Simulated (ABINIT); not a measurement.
TePb:

```
Pb Te
1.0
     0.00000    3.23100    3.23100
     3.23100    0.00000    3.23100
     3.23100    3.23100    0.00000
Pb Te
1 1
Cartesian
  0.0000 0.0000 0.0000
  3.2310 3.2310 3.2310
```

Base run:

- Program: ABINIT 10.8.3 (patched build)
- Functional: LDA
- Potentials or basis: PseudoDojo NC SR LDA v0.4.1 standard
- Cutoff: 925 eV
- k mesh: 5 × 5 × 5
- Occupations: fermi-dirac, width 0.05 eV
- Spin: no spin polarisation

Its results: pressure -2.0 GPa.

The run is repeated on the same cell with these changes: functional from LDA to PBEsol; potentials or basis from PseudoDojo NC SR LDA v0.4.1 standard to PseudoDojo NC SR PBEsol v0.4.1 standard. What comes out?

Pressure -0.7 GPa.

Caveats: the cutoff is short for stress, so the pressure is rough.
